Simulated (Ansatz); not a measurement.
# Lattice dynamics of (CdS)1(ZnSe)3 [0001] superlattice, started as wurtzite, part 2 of 2

Task: relax (CdS)1(ZnSe)3 [0001] superlattice, started as wurtzite, then find its harmonic phonons.

Ansatz 0.2.0; DFT PBEsol, scalar-relativistic, plane waves, PAW.

So far. Step 4 (Tight relaxation): The largest force component left is 0.41 meV/Å and the pressure is 0.001 GPa, within the tolerances set. The cell now holds 22.88 Å³/atom. Step 6 (Linear response at the zone centre): Before it was imposed, the acoustic sum rule was missed by 1.8e-4 eV/Å² and the charge sum rule by 0.034 e. The charge miss is large and points to the mesh or the basis. The lowest optical mode is real, 34.0 cm⁻¹.

The structure was built from a prototype and need not be the compound's stable phase.

## Step 7: Isotope substitution, element Cd, natural mass 112.414 amu (continued)

The same force constants with the mass of Cd changed from 112.414 to 115.905 u (phonopy, no LO-TO term). Both lists are sorted by frequency; levels can cross, so a row need not hold one and the same mode. Modes under 3 cm⁻¹ are left out. Isotope shifts, by row:

| q | rank | natural mass (cm⁻¹) | changed mass (cm⁻¹) |
| --- | --- | --- | --- |
| 0 0 0 | 4 | 33.99 | 33.78 |
| 0 0 0 | 5 | 33.99 | 33.78 |
| 0 0 0 | 6 | 42.69 | 42.69 |
| 0 0 0 | 7 | 42.69 | 42.69 |
| 0 0 0 | 8 | 52.52 | 52.51 |
| 0 0 0 | 9 | 52.52 | 52.51 |
| 0 0 0 | 10 | 105.4 | 104.8 |
| 0 0 0 | 11 | 117 | 116.8 |
| 0 0 0 | 12 | 165.9 | 165.3 |
| 0 0 0 | 13 | 185.6 | 184.5 |
| 0 0 0 | 14 | 185.6 | 184.5 |
| 0 0 0 | 15 | 204.5 | 204.5 |
| 0 0 0 | 16 | 204.5 | 204.5 |
| 0 0 0 | 17 | 206.9 | 206.9 |
| 0 0 0 | 18 | 206.9 | 206.9 |
| 0 0 0 | 19 | 208.9 | 208.9 |
| 0 0 0 | 20 | 221.9 | 221.9 |
| 0 0 0 | 21 | 231.9 | 231.9 |
| 0 0 0 | 22 | 231.9 | 231.9 |
| 0 0 0 | 23 | 236.4 | 236.3 |
| 0 0 0 | 24 | 290.1 | 289.8 |

A mode of this element alone would shift by -1.52 %. The highest zone-centre frequency without the field goes from 290.1 to 289.8 cm⁻¹ (-0.1 %). The product of the frequency ratios over all optical modes at Γ is 0.964; the product rule, (m/m′)^(3k/2) (M′/M)^(3/2) with k = 1 such atoms and M the mass of the cell, gives 0.964.

## Step 8: Isotope substitution, element S, natural mass 32.06 amu

The same for S, from 32.06 to 33.97 u.

The same force constants with the mass of S changed from 32.060 to 33.968 u (phonopy, no LO-TO term). Both lists are sorted by frequency; levels can cross, so a row need not hold one and the same mode. Modes under 3 cm⁻¹ are left out. Isotope shifts, by row:

```
    q  rank  natural mass (cm⁻¹)  changed mass (cm⁻¹)
0 0 0     4                33.99                33.98
0 0 0     5                33.99                33.98
0 0 0     6                42.69                42.59
0 0 0     7                42.69                42.59
0 0 0     8                52.52                52.31
0 0 0     9                52.52                52.31
0 0 0    10                105.4                105.3
0 0 0    11                  117                116.8
0 0 0    12                165.9                165.9
0 0 0    13                185.6                185.6
0 0 0    14                185.6                185.6
0 0 0    15                204.5                204.5
0 0 0    16                204.5                204.5
0 0 0    17                206.9                206.9
0 0 0    18                206.9                206.9
0 0 0    19                208.9                208.8
0 0 0    20                221.9                221.7
0 0 0    21                231.9                227.2
0 0 0    22                231.9                227.2
0 0 0    23                236.4                236.4
0 0 0    24                290.1                283.3
```

A mode of this element alone would shift by -2.85 %. The highest zone-centre frequency without the field goes from 290.1 to 283.3 cm⁻¹ (-2.3 %). The product of the frequency ratios over all optical modes at Γ is 0.922; the product rule, (m/m′)^(3k/2) (M′/M)^(3/2) with k = 1 such atoms and M the mass of the cell, gives 0.921.

## Step 9: Another isotope, element Se, natural mass 78.971 amu

The same for Se, from 78.97 to 81.92 u.

The same force constants with the mass of Se changed from 78.971 to 81.917 u (phonopy, no LO-TO term). Both lists are sorted by frequency; levels can cross, so a row need not hold one and the same mode. Modes under 3 cm⁻¹ are left out. Isotope shifts, by row:

```
    q  rank  natural mass (cm⁻¹)  changed mass (cm⁻¹)
0 0 0     4                33.99                33.74
0 0 0     5                33.99                33.74
0 0 0     6                42.69                 42.4
0 0 0     7                42.69                 42.4
0 0 0     8                52.52                 52.3
0 0 0     9                52.52                 52.3
0 0 0    10                105.4                104.6
0 0 0    11                  117                116.2
0 0 0    12                165.9                165.2
0 0 0    13                185.6                183.5
0 0 0    14                185.6                183.5
0 0 0    15                204.5                202.7
0 0 0    16                204.5                202.7
0 0 0    17                206.9                205.1
0 0 0    18                206.9                205.1
0 0 0    19                208.9                  207
0 0 0    20                221.9                219.7
0 0 0    21                231.9                231.9
0 0 0    22                231.9                231.9
0 0 0    23                236.4                234.2
0 0 0    24                290.1                  290
```

A mode of this element alone would shift by -1.81 %. The highest zone-centre frequency without the field goes from 290.1 to 290.0 cm⁻¹ (-0.1 %). The product of the frequency ratios over all optical modes at Γ is 0.868; the product rule, (m/m′)^(3k/2) (M′/M)^(3/2) with k = 3 such atoms and M the mass of the cell, gives 0.868.

## Step 10: Another isotope, element Zn, natural mass 65.38 amu

The same for Zn, from 65.38 to 67.92 u.

A mode of this element alone would shift by -1.89 %. The highest zone-centre frequency without the field goes from 290.1 to 289.9 cm⁻¹ (-0.1 %). The product of the frequency ratios over all optical modes at Γ is 0.859; the product rule, (m/m′)^(3k/2) (M′/M)^(3/2) with k = 3 such atoms and M the mass of the cell, gives 0.859.

## Step 11: Results

| Quantity | Value |
| --- | --- |
| space group after relaxation (within 0.01 Å) | P3m1 |
| volume per atom | 22.9 Å³ |
| gap on the k-mesh | 0.773 eV |
| highest optical mode at the zone centre (no LO-TO term) | 290 cm⁻¹ |
| top of the zone-centre spectrum with the field | 301 cm⁻¹ |
| lowest optical zone-centre mode | 34.0 cm⁻¹ |
| mean high-frequency dielectric constant | 7.18 |
| mean static dielectric constant | 10.2 |
| largest Born charge (third of the trace) | -2.18 e |
| imaginary modes at Γ (the only wavevector solved) | none |

**Reading.** The structure is stable against zone-centre distortions, since no mode there is imaginary; other wavevectors were not solved, so zone-boundary instabilities are untested. Without the field, the optical modes at Γ span 34 to 290 cm⁻¹. No dispersion was computed. The highest mode in this list at Γ, 290.1 cm⁻¹, is mostly motion of S (83 % of the kinetic energy). With the macroscopic field of the longitudinal modes the top of the zone-centre spectrum lies at 301 cm⁻¹, against 290 cm⁻¹ without it. Lattice motion raises the mean dielectric constant from 7.182 to 10.25. The strongest infrared line is at 207 cm⁻¹. With the field response the log warns that the k mesh is coarse for the force constants too, so the frequencies may not be converged. The starting cell was built on a prototype and not taken from a measurement, so the phase need not exist. These are harmonic frequencies at zero temperature: anharmonic shifts, linewidths and thermal expansion are left out.

[Logs are printed without paths, hosts, clocks, repeated set-up lines and the standing remarks that a program may print on its own settings, such as how far it seeks lower states.]

[Hosts, paths, dates, database ids (printed as entryN), source tags and the programs' standing remarks are cut or masked in the printed files.]
